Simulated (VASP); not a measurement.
A run of VASP 6.6.1 is set up as follows.

File INCAR:

```
  PREC = Accurate
  ENCUT = 520
  EDIFF = 1E-7
  ISMEAR = 0
  SIGMA = 0.1
  LREAL = F
  LASPH = T
  NELM = 60
  ALGO = Fast
  ISIF = 2
  LWAVE = F
  LCHARG = F
  LDIPOL = T
  IDIPOL = 3
  DIPOL = 0.5 0.5 0.331
  GGA = PE
  NBANDS = 32
```

File KPOINTS:

```
regular mesh
0
Gamma
  6 6 1
```

The input POSCAR:

```
Al
1.0
    5.7143028096      0.0000000000      0.0000000000
   -2.8571514048      4.9487313980      0.0000000000
    0.0000000000      0.0000000000     20.1016424764
Al
13
Direct
    0.3333333333      0.1666666667      0.1989887147
    0.3333333333      0.6666666666      0.1989887147
    0.8333333333      0.1666666667      0.1989887147
    0.8333333333      0.6666666667      0.1989887147
    0.1666666667      0.3333333334      0.3134533099
    0.1666666667      0.8333333333      0.3134533099
    0.6666666667      0.3333333333      0.3134533099
    0.6666666667      0.8333333333      0.3134533099
    0.0000000000      0.0000000000      0.4279074452
    0.0000000000      0.5000000000      0.4279074452
    0.5000000000      0.0000000000      0.4279074452
    0.5000000000      0.5000000000      0.4279074452
    0.0000000000      0.2500000000      0.5393599779
```

Potentials or basis: VASP PAW PBE potentials, release 64 (Al).

Run with:

```console
$ cat potpaw_PBE.64/Al/POTCAR > POTCAR
$ mpirun -np 1 vasp_std > vasp.out
```

(1) Predict the band gap on the k mesh.

(2) What does it give for the largest force?

Results:

(1) none (metal or under the smearing width).

(2) 0.339 eV/Å.
